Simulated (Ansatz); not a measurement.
A (010) slab of GeS (Pnma (No. 62)), 8 planes, outer planes GeS (top) and GeS (bottom), with 32 atoms (Ge16S16) in a surface cell of A = 49.254 Å², as cut from the bulk:

```
CELL_PARAMETERS angstrom
4.54717 0.00000 0.00000
0.00000 10.83188 0.00000
0.00000 0.00000 27.56398
ATOMIC_POSITIONS crystal
Ge 0.13573 0.12817 0.27209
Ge 0.36427 0.62817 0.27209
S 0.51320 0.84457 0.27209
S 0.98680 0.34457 0.27209
Ge 0.86427 0.87183 0.33721
Ge 0.63573 0.37183 0.33721
S 0.48680 0.15543 0.33721
S 0.01320 0.65543 0.33721
Ge 0.13573 0.12817 0.40233
Ge 0.36427 0.62817 0.40233
S 0.51320 0.84457 0.40233
S 0.98680 0.34457 0.40233
Ge 0.86427 0.87183 0.46744
Ge 0.63573 0.37183 0.46744
S 0.48680 0.15543 0.46744
S 0.01320 0.65543 0.46744
Ge 0.13573 0.12817 0.53256
Ge 0.36427 0.62817 0.53256
S 0.51320 0.84457 0.53256
S 0.98680 0.34457 0.53256
Ge 0.86427 0.87183 0.59767
Ge 0.63573 0.37183 0.59767
S 0.48680 0.15543 0.59767
S 0.01320 0.65543 0.59767
Ge 0.13573 0.12817 0.66279
Ge 0.36427 0.62817 0.66279
S 0.51320 0.84457 0.66279
S 0.98680 0.34457 0.66279
Ge 0.86427 0.87183 0.72791
Ge 0.63573 0.37183 0.72791
S 0.48680 0.15543 0.72791
S 0.01320 0.65543 0.72791
```

Method: DFT r2SCAN, scalar-relativistic, plane waves, PAW in Ansatz 0.2.0. Settings: cutoff 500 eV, Γ-centred mesh 6×3×1 on the computed 32-atom cell, Gaussian smearing of 0.05 eV; no spin polarisation. The cell repeats along c with a dipole correction in the vacuum.

Against the same 32 atoms in the bulk, the slab as cut lies 4.452 eV higher and the relaxed slab 3.360 eV higher.

**Question.** Work out the surface energy before and after relaxation.

**Answer.** The slab has two faces, so γ = (E_slab − N·E_bulk)/(2A), the mean of both. As cut: 4.452/(2 × 49.254) = 0.0452 eV/Å², and 1 eV/Å² = 16.02 J/m², so γ = 0.72 J/m². Relaxed: 3.360/(2 × 49.254) = 0.0341 eV/Å² = 0.55 J/m². Relaxation recovers 25 % of the cost of cutting.

**Question.** What is the ideal work of this cut, per area?

**Answer.** Griffith's ideal work is 2γ: 1.45 J/m² if the new faces stay rigid, 1.09 J/m² if they relax. One thickness was run, 8 planes, so γ can still shift with it.

The cut runs across the GeS layers, not between them: the layers stack along the long in-plane axis, so both new faces expose layer edges. Separating the halves therefore breaks short, polar-covalent Ge–S bonds, and this accounts for most of the cost. The cost stays moderate because each surface atom keeps its other short bonds, and each exposed plane contains Ge and S in equal number, so the termination is non-polar. Relaxation lowers the surface energy from 0.72 to 0.55 J/m², probably because charge shifts from the broken Ge bonds towards S while the Ge lone pair gains s character and the edge atoms adjust their bond angles.

The work of 1.09 J/m² thus describes breaking the layers themselves and shouldn't be read as an exfoliation energy. GeS is known to cleave readily between its layers, where weaker interactions hold the crystal together, but the calculation contains no such face and so can't establish the size of the cleavage anisotropy.
